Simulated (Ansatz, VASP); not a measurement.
**Cross-check of Al5In3As8 (random alloy of the zinc-blende AlAs-InAs line, x = 0.375) between VASP and Ansatz**

One calculation is typed for both programs; each brings its own data sets. How far apart do they land? Of the first pair: The structure shown is the start of the Ansatz relaxation below; VASP solves that cell, so the two are compared at the walk's first step.

Method: plane waves, with VASP 6.6.1 beside it; PBE, in Ansatz 0.2.0.

## (1) Starting point

The cell holds 64 atoms: 20 Al, 32 As and 12 In. Cell: a = 11.805 Å, b = 11.805 Å, c = 11.805 Å, α = 90.0°, β = 90.0°, γ = 90.0°. It derives from AlAs (zinc-blende AlAs-InAs), repeated 2×2×2. Zinc-blende AlAs-InAs: 64 atoms, 12 of 32 Al sites given to In at random, cell and internal coordinates interpolated linearly between the end members (Vegard's rule); (so at first; earlier steps may have moved the atoms), displaced by a Gaussian of 0.02 A. Lattice constants are starting values near those of PBE.

## (2) Ansatz: relaxation, PBE

Ansatz runs on its default PAW (the set named soft_2) files.

The two programs are compared at the cell with which this relaxation starts, whose forces are those of its first step.

Input file input.yaml:

```yaml
crystal:
  lattice:
    - [11.805, 0.0, 0.0]
    - [0.0, 11.805, 0.0]
    - [0.0, 0.0, 11.805]
  atoms:
    - { symbol: Al, position: [0.00275, 0.99896, 0.99911] }
    - { symbol: As, position: [0.12318, 0.12647, 0.1211] }
    - { symbol: In, position: [0.00296, 0.24871, 0.25054] }
    - { symbol: As, position: [0.12458, 0.37748, 0.37151] }
    - { symbol: In, position: [0.24945, 0.99935, 0.25192] }
    - { symbol: As, position: [0.37314, 0.12471, 0.37351] }
    - { symbol: Al, position: [0.25007, 0.25099, 0.99814] }
    - { symbol: As, position: [0.37694, 0.37653, 0.12585] }
    - { symbol: Al, position: [0.00153, 0.99884, 0.49979] }
    - { symbol: As, position: [0.12341, 0.12455, 0.6259] }
    - { symbol: Al, position: [0.99883, 0.24933, 0.74884] }
    - { symbol: As, position: [0.12357, 0.37386, 0.87498] }
    - { symbol: In, position: [0.24811, 0.0004, 0.75281] }
    - { symbol: As, position: [0.37626, 0.12467, 0.8735] }
    - { symbol: Al, position: [0.24873, 0.25287, 0.50009] }
    - { symbol: As, position: [0.37392, 0.37532, 0.62856] }
    - { symbol: In, position: [0.0002, 0.50105, 0.00051] }
    - { symbol: As, position: [0.1244, 0.62306, 0.12441] }
    - { symbol: Al, position: [0.99965, 0.75099, 0.25142] }
    - { symbol: As, position: [0.12658, 0.87548, 0.3765] }
    - { symbol: In, position: [0.24872, 0.50212, 0.25087] }
    - { symbol: As, position: [0.37449, 0.62583, 0.37487] }
    - { symbol: In, position: [0.25192, 0.75257, 0.0037] }
    - { symbol: As, position: [0.37263, 0.87255, 0.12415] }
    - { symbol: Al, position: [0.00027, 0.50148, 0.50053] }
    - { symbol: As, position: [0.12157, 0.62448, 0.6264] }
    - { symbol: Al, position: [0.00039, 0.75129, 0.74962] }
    - { symbol: As, position: [0.12466, 0.87532, 0.87569] }
    - { symbol: In, position: [0.25034, 0.5002, 0.74886] }
    - { symbol: As, position: [0.37564, 0.62521, 0.87691] }
    - { symbol: Al, position: [0.25203, 0.75031, 0.49936] }
    - { symbol: As, position: [0.37392, 0.87572, 0.62513] }
    - { symbol: Al, position: [0.49942, 7.0e-05, 0.99895] }
    - { symbol: As, position: [0.62618, 0.12424, 0.12707] }
    - { symbol: Al, position: [0.50068, 0.25101, 0.24815] }
    - { symbol: As, position: [0.62529, 0.37625, 0.37338] }
    - { symbol: In, position: [0.74955, 6.0e-05, 0.24767] }
    - { symbol: As, position: [0.87553, 0.12643, 0.37354] }
    - { symbol: Al, position: [0.75059, 0.24778, 0.99993] }
    - { symbol: As, position: [0.87226, 0.3769, 0.12569] }
    - { symbol: In, position: [0.49996, 0.99869, 0.50216] }
    - { symbol: As, position: [0.62833, 0.12185, 0.62709] }
    - { symbol: Al, position: [0.50276, 0.25057, 0.74797] }
    - { symbol: As, position: [0.62646, 0.37469, 0.87398] }
    - { symbol: In, position: [0.74792, 0.00093, 0.75134] }
    - { symbol: As, position: [0.87394, 0.12588, 0.87306] }
    - { symbol: In, position: [0.75136, 0.25008, 0.49968] }
    - { symbol: As, position: [0.87483, 0.37647, 0.62627] }
    - { symbol: Al, position: [0.5009, 0.50023, 0.00013] }
    - { symbol: As, position: [0.62605, 0.62539, 0.12616] }
    - { symbol: Al, position: [0.49947, 0.74587, 0.25176] }
    - { symbol: As, position: [0.62871, 0.87575, 0.37483] }
    - { symbol: Al, position: [0.74977, 0.4998, 0.25003] }
    - { symbol: As, position: [0.8731, 0.62412, 0.37331] }
    - { symbol: Al, position: [0.75042, 0.7495, 0.00084] }
    - { symbol: As, position: [0.8747, 0.87667, 0.12536] }
    - { symbol: Al, position: [0.50371, 0.49679, 0.4989] }
    - { symbol: As, position: [0.62653, 0.62928, 0.62458] }
    - { symbol: In, position: [0.50007, 0.74962, 0.75226] }
    - { symbol: As, position: [0.62451, 0.87615, 0.87446] }
    - { symbol: Al, position: [0.74784, 0.50053, 0.75085] }
    - { symbol: As, position: [0.87719, 0.62481, 0.87395] }
    - { symbol: Al, position: [0.75095, 0.75041, 0.50048] }
    - { symbol: As, position: [0.87488, 0.87697, 0.62563] }
kpoints:
  mp_grid: { grid: [2, 2, 2] }
hamiltonian:
  xc: pbe
scf:
  occupations: { method: fermi_dirac, width: 0.1 }
output:
  forces: true
relax:
  f_tol: 0.04
  max_steps: 150
  cell: {}
```

Launch:

```sh
$ ansatz run input.yaml --threads 6 --pin off --max-ram 76800MiB --backend cuda --events-out ev --progress --plain --runs-dir out
```

Numbers of over 12 decimals in the logs are rounded to 6 here.

The log of the run:

```text
Engine: ansatz 0.2.0, x86_64-unknown-linux-gnu
Pseudopotentials: kind: paw
Pseudopotential: Al, paw, valence charge 3, recommended cutoff 420 eV (normal), Al.paw.azcp
Pseudopotential: As, paw, valence charge 15, recommended cutoff 420 eV (normal), As.paw.azcp
Pseudopotential: In, paw, valence charge 13, recommended cutoff 420 eV (normal), In.paw.azcp
Functional definition: PBE
  parameter kappa = 0.804
  parameter beta = 0.066725
  exchange = pbe_x(kappa = kappa, mu = beta*pi^2/3)
  correlation = pbe_c(beta = beta)
concurrent solve slots: 4 of 6 are kept, ahead of what memory takes: no pass of the eigensolver takes more rounds on 4
device memory: the entry about to start is reckoned to put 18.8 GiB on a device that reports 57.1 GiB free
GPU FFT provider: cuFFT
GPU libraries: cuBLAS 13.8.2, cuFFT 12.4.0, cuSOLVER 12.3.4
Crystal: 64 atoms, lattice volume = 1645.121 Å³
Basis set: ecut = 420 eV, 32231 PW (Γ), exchange–correlation on 160×160×160 points (8 copies of the dense FFT grid, shifted against one another)
Bands: 418, of which v1, the nominal top of the filled ones, is band 348 counted from 1 (347 counted from 0)
Symmetry: 1 space group operations
Space group: P1 (ITA 1), of the structure as read, at distance tolerance 1.2e-4 Å
k-points: 8
Non-local potential: Al, projectors of the file, l = 0: 2, l = 1: 2, l = 2: 1
Non-local potential: As, projectors of the file, l = 0: 2, l = 1: 2, l = 2: 3, l = 3: 1
Non-local potential: In, projectors of the file, l = 0: 2, l = 1: 2, l = 2: 2, l = 3: 2
PAW form: soft (Blöchl's): semilocal exchange-correlation on the pseudo side does not see the compensation charge
PAW one-centre angular grid: Al, 110 points (default); XC on 64 Gauss nodes
PAW one-centre angular grid: As, 590 points (default); XC on 64 Gauss nodes
PAW one-centre angular grid: In, 590 points (default); XC on 64 Gauss nodes
Initial density: superposition of atomic densities (neutral atoms: chi_scale 0, normalization atom), corrected by the library's trained network
Initial wavefunctions: pseudopotential atomic-orbital guess
GPU buffer pool allocated for 512000 grid points (all kernels)
GPU transforms: local potential and band sums: pruned to the plane-wave sphere, on 80×80×80
Functional: x = pbe(κ = 0.804, μ = 0.219515), c = pbe(β = 0.066725)
SCF iter   1: F=—  HF=-233341.667861 eV  |F-HF|=—  |Δ(HF+E_count)|=         —  Δρ=2.12e-3  dr2=1.64e-1  ethr=1.77e-3  ⟨swp⟩=6.1  Hψ=13337  notcnv=0  defer=1
preconditioner: auto → Resta (q_TF=auto, 2.364 Å⁻¹)  ε∞=3.5  [insulator: Δε(μ)=0.713 eV  Ē_g=11.204 eV  σ=0.100 eV  W_gap=0.93  n_scr=364 (ndim 8)  ℏωp=17.8 eV  f_vac=0.041  D(μ)=0.27/eV (n_scr^D=0)  ε∞_Penn≈3.5]
SCF iter   2: F=—  HF=-233341.625120 eV  |F-HF|=—  |Δ(HF+E_count)|=   4.27e-2  Δρ=9.88e-4  dr2=3.38e-2  ethr=2.36e-5  ⟨swp⟩=2.0  Hψ=4119  notcnv=0  defer=4
SCF iter   3: F=—  HF=-233341.620834 eV  |F-HF|=—  |Δ(HF+E_count)|=   4.29e-3  Δρ=2.81e-4  dr2=2.43e-3  ethr=4.86e-6  ⟨swp⟩=2.0  Hψ=4152  notcnv=0  defer=4
SCF iter   4: F=—  HF=-233341.622882 eV  |F-HF|=—  |Δ(HF+E_count)|=   2.05e-3  Δρ=1.12e-4  dr2=5.06e-4  ethr=3.49e-7  ⟨swp⟩=2.0  Hψ=5931  notcnv=0  defer=4
SCF iter   5: F=—  HF=-233341.620287 eV  |F-HF|=—  |Δ(HF+E_count)|=   2.59e-3  Δρ=5.01e-5  dr2=6.42e-5  ethr=7.27e-8  ⟨swp⟩=2.0  Hψ=5931  notcnv=0  defer=4
SCF iter   6: F=—  HF=-233341.623936 eV  |F-HF|=—  |Δ(HF+E_count)|=   3.65e-3  Δρ=1.42e-5  dr2=4.00e-6  ethr=9.22e-9  ⟨swp⟩=2.0  Hψ=4172  notcnv=0  defer=4
SCF iter   7: F=—  HF=-233341.623944 eV  |F-HF|=—  |Δ(HF+E_count)|=   8.76e-6  Δρ=4.76e-6  dr2=6.49e-7  ethr=5.74e-10  ⟨swp⟩=2.0  Hψ=5932  notcnv=0  defer=4
SCF iter   8: F=-233341.623945 eV  HF=-233341.623945 eV  |F-HF|=4.12e-8  |Δ(HF+E_count)|=   5.99e-7  Δρ=1.31e-6  dr2=3.21e-8  ethr=1.44e-11  ⟨swp⟩=2.1  Hψ=12094  notcnv=0
SCF 1 converged in 8 iterations: F = -233341.623945 eV  dr2 = 3.21e-8
  greatest PAW one-centre occupation: 0.999 electrons in one spin orbital (limit 2), on the As atom at site 41 (counted from 0), in its partial waves of l = 2
relax step   1: F+E_penalty+E_count = -233341.62394498 eV  Δ(F+E_penalty+E_count) = +0.000e0 eV  max|allowed force component| = 2.073e0 eV/Å  Δτ_max = 0.0000 Å  P = +0.485 GPa  Ω = 1645.121 Å³  (8 SCF iters, dr2 threshold 1.00e-7 eV, accepted)
concurrent solve slots: 4 of 6 are kept, ahead of what memory takes: no pass of the eigensolver takes more rounds on 4
device memory: the entry about to start is reckoned to put 17.2 GiB (of the 18.8 GiB reckoned in all, the device holds 1.6 GiB already) on a device that reports 55.5 GiB free
GPU FFT provider: cuFFT
GPU libraries: cuBLAS 13.8.2, cuFFT 12.4.0, cuSOLVER 12.3.4
Crystal: 64 atoms, lattice volume = 1654.093 Å³
Basis set: ecut = 420 eV, 32423 PW (Γ), exchange–correlation on 160×160×160 points (8 copies of the dense FFT grid, shifted against one another)
Initial density: handed on by an earlier stage of this run
[...]
--- Relaxed structure (4 steps of the walk, 4 accepted, 1 SCFs on fresh bases) ---
  F+E_penalty+E_count = -233345.09898295 eV   max|allowed force component| = 4.821e-3 eV/Å   (the final SCF, on the basis selected at the relaxed cell)
  cell:  # Å, volume = 1635.1557 Å³
    - [11.781017, -0.00147031, 0.00148848]
    - [-0.00147031, 11.780618, 0.000967836]
    - [0.00148848, 0.000967836, 11.781708]
  atoms:
    - { symbol: Al, position: [-0.00220532, 1.000227, 0.997318] }
    - { symbol: As, position: [0.126206, 0.123760, 0.110436] }
    - { symbol: In, position: [0.000655243, 0.249883, 0.249923] }
    - { symbol: As, position: [0.124127, 0.377706, 0.389613] }
    - { symbol: In, position: [0.249988, 0.999924, 0.250454] }
    - { symbol: As, position: [0.373808, 0.141534, 0.372809] }
    - { symbol: Al, position: [0.254452, 0.247680, 0.997540] }
    - { symbol: As, position: [0.379836, 0.370704, 0.117241] }
    - { symbol: Al, position: [0.00148277, 0.996130, 0.501800] }
    - { symbol: As, position: [0.117334, 0.132659, 0.617314] }
    - { symbol: Al, position: [1.000627, 0.250423, 0.750574] }
    - { symbol: As, position: [0.126188, 0.362480, 0.875763] }
    - { symbol: In, position: [0.245790, 0.00489945, 0.750252] }
    - { symbol: As, position: [0.383163, 0.129768, 0.879673] }
    - { symbol: Al, position: [0.250081, 0.253293, 0.502201] }
    - { symbol: As, position: [0.384415, 0.369233, 0.617934] }
    - { symbol: In, position: [-0.0065673, 0.500258, -0.00256824] }
    - { symbol: As, position: [0.117637, 0.629373, 0.133740] }
    - { symbol: Al, position: [0.996002, 0.749455, 0.253767] }
    - { symbol: As, position: [0.118656, 0.868796, 0.379810] }
    - { symbol: In, position: [0.254674, 0.500099, 0.254302] }
    - { symbol: As, position: [0.382546, 0.632846, 0.382792] }
    - { symbol: In, position: [0.250211, 0.753080, 0.00268332] }
    - { symbol: As, position: [0.391494, 0.876051, 0.128148] }
    - { symbol: Al, position: [-0.00187175, 0.504090, 0.502777] }
    - { symbol: As, position: [0.118669, 0.631370, 0.620474] }
    - { symbol: Al, position: [-0.00497741, 0.750417, 0.745651] }
    - { symbol: As, position: [0.110351, 0.874369, 0.872562] }
    - { symbol: In, position: [0.250169, 0.496482, 0.745658] }
    - { symbol: As, position: [0.380948, 0.615287, 0.882972] }
    - { symbol: Al, position: [0.245968, 0.748246, 0.498380] }
    - { symbol: As, position: [0.366192, 0.867574, 0.620964] }
    - { symbol: Al, position: [0.502934, 0.00431839, 1.002991] }
    - { symbol: As, position: [0.620571, 0.133239, 0.120600] }
    - { symbol: Al, position: [0.499547, 0.255008, 0.245743] }
    - { symbol: As, position: [0.618714, 0.382798, 0.366204] }
    - { symbol: In, position: [0.749959, -0.00402477, 0.245534] }
    - { symbol: As, position: [0.879200, 0.116614, 0.382503] }
    - { symbol: Al, position: [0.746274, 0.253032, 0.998389] }
    - { symbol: As, position: [0.858639, 0.375483, 0.127286] }
    - { symbol: In, position: [0.497592, 1.000202, 0.497414] }
    - { symbol: As, position: [0.619121, 0.130924, 0.633584] }
    - { symbol: Al, position: [0.500944, 0.254275, 0.753714] }
    - { symbol: As, position: [0.627337, 0.377424, 0.873068] }
    - { symbol: In, position: [0.754356, 8.943684311537954e-5, 0.754338] }
    - { symbol: As, position: [0.880803, 0.134569, 0.882733] }
    - { symbol: In, position: [0.750233, 0.257099, 0.502427] }
    - { symbol: As, position: [0.883076, 0.384063, 0.634696] }
    - { symbol: Al, position: [0.506169, 0.496302, 0.00161626] }
    - { symbol: As, position: [0.626166, 0.624341, 0.124217] }
    - { symbol: Al, position: [0.505078, 0.745929, 0.250667] }
    - { symbol: As, position: [0.627598, 0.860679, 0.376111] }
    - { symbol: Al, position: [0.745933, 0.503664, 0.249643] }
    - { symbol: As, position: [0.874492, 0.621163, 0.373022] }
    - { symbol: Al, position: [0.750252, 0.748876, 0.00201393] }
    - { symbol: As, position: [0.882864, 0.867500, 0.117779] }
    - { symbol: Al, position: [0.502209, 0.500131, 0.497464] }
    - { symbol: As, position: [0.633967, 0.615543, 0.617137] }
    - { symbol: In, position: [0.504900, 0.745544, 0.750056] }
    - { symbol: As, position: [0.625791, 0.875947, 0.889645] }
    - { symbol: Al, position: [0.750457, 0.500515, 0.749768] }
    - { symbol: As, position: [0.865415, 0.633161, 0.866280] }
    - { symbol: Al, position: [0.754169, 0.743060, 0.497602] }
    - { symbol: As, position: [0.877891, 0.868925, 0.617344] }
```

In the SCF lines HF is the Harris–Foulkes energy and dr2 the Hartree energy of the density residual, in eV; the loop may stop once dr2 is under the threshold and the program's other checks hold. Hψ counts applications of the Hamiltonian.

(Part 1 of 2 ends here.)

[Lines on the potential files, build, host, timing and source positions are cut from VASP's logs without a mark.]

[Logs are printed without paths, hosts, clocks, repeated set-up lines and the standing remarks that a program may print on its own settings, such as how far it seeks lower states.]

[Hosts, paths, dates, database ids (printed as entryN), source tags and the programs' standing remarks are cut or masked in the printed files.]
